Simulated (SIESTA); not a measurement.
The system is C.

```
C
1.0
     2.52210    0.00000    0.00000
    -1.26105    2.18420    0.00000
     0.00000    0.00000    8.23710
C
8
Direct
  0.66667 0.33333 0.84375
  0.33333 0.66667 0.34375
  0.66667 0.33333 0.65625
  0.33333 0.66667 0.15625
  0.00000 0.00000 0.90625
  0.00000 0.00000 0.40625
  0.00000 0.00000 0.59375
  0.00000 0.00000 0.09375
```

This is a hexagonal form of diamond, not graphite.

- Program: SIESTA 5.4.2
- Task: single point
- Functional: PBE
- Potentials or basis: PseudoDojo 0.4 standard (PBE files)
- Basis: DZP (energy shift 0.003 Ry)
- Grid cutoff: 500 Ry
- Energy shift: 0.003 Ry
- k mesh: 12 × 12 × 4
- Occupations: fermi-dirac, width 0.05 eV
- Spin: no spin polarisation

On this cell: pressure 10.8 GPa; largest force 0.331 eV/Å; band gap on the k mesh 4.56 eV, indirect (least direct gap 5.28 eV).

The same run follows on a disturbed copy (atoms moved at random, drawn with an rms of 0.05 Å):

```
C
1.0
     2.52210    0.00000    0.00000
    -1.26105    2.18420    0.00000
     0.00000    0.00000    8.23710
C
8
Direct
  0.68713 0.35110 0.84840
  0.33849 0.68121 0.34483
  0.64907 0.31102 0.65284
  0.34016 0.65967 0.15310
  0.00173 0.00253 0.91156
  0.99029 0.99557 0.39648
  0.01803 0.01449 0.58987
  0.00476 0.00024 0.09064
```

Q: What does the disturbed cell give?

A: The energy moves by +62.2 meV/atom; pressure 13.1 GPa; largest force 4.193 eV/Å; band gap on the k mesh 3.83 eV, indirect (least direct gap 4.26 eV).

Forces on the atoms (eV/Å):
```
C   -1.139 -1.644 -1.162
C   -0.392 -1.789 -2.685
C    2.050  2.959  0.806
C   -0.647  0.810  0.261
C    0.885  1.085 -2.026
C    0.917  1.780  3.684
C   -2.064 -2.696 -0.344
C    0.389 -0.506  1.469
```

Stress tensor (GPa, compression positive):
```
11.17  1.39  1.38
 1.39  8.31  2.33
 1.38  2.33 19.83
```

Caveats: the basis of atomic orbitals isn't converged, which shifts pressures, moduli and gaps.

A k mesh can miss the band edges.
